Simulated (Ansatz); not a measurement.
# How long does this Ansatz run take?

```yaml
crystal:
  lattice:
    - [-3.318, 3.318, 3.318]
    - [3.318, -3.318, 3.318]
    - [3.318, 3.318, -3.318]
  atoms:
    - { symbol: Si, position: [0.2033210781, 0.2033210781, 0.2033210781] }
    - { symbol: Si, position: [0.5, 0.0, 0.2966789219] }
    - { symbol: Si, position: [0.2966789219, 0.5, 0.0] }
    - { symbol: Si, position: [0.0, 0.2966789219, 0.5] }
    - { symbol: Si, position: [0.7966789219, 0.7966789219, 0.7966789219] }
    - { symbol: Si, position: [0.5, 0.0, 0.7033210781] }
    - { symbol: Si, position: [0.7033210781, 0.5, 0.0] }
    - { symbol: Si, position: [0.0, 0.7033210781, 0.5] }
kpoints:
  mp_grid: { grid: [10, 10, 10] }
scf:
  occupations: { method: fermi_dirac, width: 0.05 }
hamiltonian:
  xc: lda
  pseudopotentials: { kind: paw }
output:
  forces: true
  stress: true
  populations: true
  efg: { contact_densities: true }
```

```sh
ansatz run input.yaml --threads 1 --pin off --max-ram 3072MiB --backend cpu --events-out ev --progress --plain --runs-dir out
```

It runs on 1 thread of Intel Xeon 6975P-C (Granite Rapids) (x86_64; 16 cores open to the job, memory cap 3.0 GiB, no GPU), a shared host with a load of 0.5 a core.

(1) How much time and memory should be set aside?

Results:

(1) About 11 s of wall time (11 s of CPU time) and 0.48 GiB. The run holds 32 valence electrons in 24 bands, about 2899 plane waves a k-point and 61 irreducible k-points, and took 6 SCF iterations. Times on a shared host vary by tens of per cent.
